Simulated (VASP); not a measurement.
# BaS in VASP: one cell, several levels of theory

What does VASP give for BaS in the CsCl-type structure, under +0.4 % strain along z alone, the cell held fixed? Runs: PBE, r2SCAN. This is a trial cell built on a prototype, not taken from a measured structure, and it needn't be the compound's ground state.

Code: VASP 6.6.1. PAW datasets, plane waves. The calculation is spin-unpolarised, and the structure need not be a phase that has been made.

## Step 1: The system as given

The cell comes from an earlier relaxation with r2SCAN in another program, then strained, with the atoms relaxed again.

The symmetry is P4/mmm (No. 123, tetragonal); a = 3.834 Å, c = 3.851 Å in the conventional setting, 28.30 Å³ an atom. Ba has 8 S at 3.33 Å; S has 8 Ba at 3.33 Å.

Coordinates:

```xyz
2
Lattice="3.8338 0.0000 0.0000 0.0000 3.8338 0.0000 0.0000 0.0000 3.8506" Properties=species:S:1:pos:R:3 pbc="T T T"
Ba    0.0000    0.0000    0.0000
S     1.9169    1.9169    1.9253
```

## Step 2: PBE

File INCAR:

```
ENCUT = 520.000000
SIGMA = 0.020000
EDIFF = 1.00e-07
GGA = PE
PREC = Accurate
IBRION = -1
ISIF = 2
ISMEAR = -1
NBANDS = 15
NELM = 120
NSW = 0
LASPH = .TRUE.
LCHARG = .FALSE.
LWAVE = .FALSE.
LREAL = .FALSE.
```

File KPOINTS:

```
KPOINTS created by Atomic Simulation Environment
0
Gamma
6 6 6
0 0 0
```

File KPOINTS_OPT:

```
special points
4
Reciprocal
0.0000000000 0.0000000000 0.0000000000 1
0.0000000000 0.5000000000 0.0000000000 1
0.5000000000 0.5000000000 0.0000000000 1
0.5000000000 0.5000000000 0.5000000000 1
```

File POSCAR:

```
Ba S
 1.0000000000000000
     3.8337582615999999    0.0000000000000000    0.0000000000000000
     0.0000000000000000    3.8337582615999999    0.0000000000000000
     0.0000000000000000    0.0000000000000000    3.8506267980000000
 Ba  S
   1   1
Cartesian
  0.0000000000000000  0.0000000000000000  0.0000000000000000
  1.9168791307999999  1.9168791307999999  1.9253133990000000
```

The run uses the recommended PBE PAW datasets (16 valence electrons a neutral cell).

On the command line:

```console
> mpirun -np 1 vasp_std
```

## Step 3: r2SCAN at this geometry

File INCAR:

```
ENCUT = 520.000000
SIGMA = 0.010000
EDIFF = 1.00e-07
ALGO = Normal
METAGGA = R2SCAN
PREC = Accurate
IBRION = -1
ISIF = 2
ISMEAR = 0
NBANDS = 15
NELM = 120
NSW = 0
LASPH = .TRUE.
LCHARG = .FALSE.
LWAVE = .FALSE.
LREAL = .FALSE.
```

KPOINTS is that of step 2.

KPOINTS_OPT is that of step 2.

POSCAR is that of step 2.

Q: Predict the outcome of this session. Wanted: for each run, gap; pressure.

**Answer**, as computed:

| level | gap (eV) | pressure (GPa) |
| --- | --- | --- |
| PBE | 1.43 | 0.99 |
| r2SCAN | 1.80 | 0.74 |

In words: The gap runs from 1.43 eV (PBE) to 1.80 eV (r2SCAN). Spin-orbit coupling is left out, though the cell holds Ba (Z = 56).
